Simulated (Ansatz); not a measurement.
# MoS2 under changes of volume

One of the cells (17.750 Å³/atom); the others are scaled copies at fixed shape and fractional positions:

```
CELL_PARAMETERS angstrom
1.58550 0.91539 6.11500
-1.58550 0.91539 6.11500
0.00000 -1.83078 6.11500
ATOMIC_POSITIONS crystal
Mo 0.00000 0.00000 0.00000
S 0.25000 0.25000 0.25000
S 0.75000 0.75000 0.75000
```

Measurements of this composition are mostly on another form, of space group No. 194.

- Program: Ansatz 0.2.0
- Functional: r2SCAN
- Potentials or basis: Ansatz PAW
- Cutoff: 500 eV (not typed: the program's choice for these potentials)
- k mesh: 10 × 10 × 10
- Occupations: fermi-dirac, width 0.05 eV
- Spin: no spin polarisation

| volume (Å³/atom) | energy over the lowest point (meV/atom) | pressure (GPa) | largest force (eV/Å) |
| --- | --- | --- | --- |
| 16.685 | ? | ? | ? |
| 17.040 | 63.89 | 14.5 | 1.586 |
| 17.395 | 36.18 | 10.6 | 1.177 |
| 17.750 | 16.82 | 7.0 | 0.798 |
| 18.105 | 5.01 | 3.8 | 0.446 |
| 18.460 | 0.00 | 0.8 | 0.118 |
| 18.815 | 1.13 | -1.8 | 0.186 |

Question: What does the run at 16.685 Å³/atom give?

Answer: Energy over the lowest point 100.86 meV/atom; pressure 18.9 GPa; largest force 2.027 eV/Å.

Worked out: A Birch-Murnaghan fit of order 3 (a polynomial in V^(-2/3)) to the other rows has its minimum at 18.57 Å³/atom with B0 = V·E''(V) = 140 GPa and B' = 4.3 at fixed shape and positions, which overstates the stiffness. It gives 100.88 meV/atom at 16.685 Å³/atom, against the run's 100.86, and -dE/dV = 18.9 GPa, against 18.9.

Energies are extrapolated to zero smearing.

Caveats: the cell's inner coordinates are idealised or old, which leaves forces on the atoms; the PAW data sets come from PBE, with cores solved anew for the run's functional, which leaves a small shift of forces and pressure.
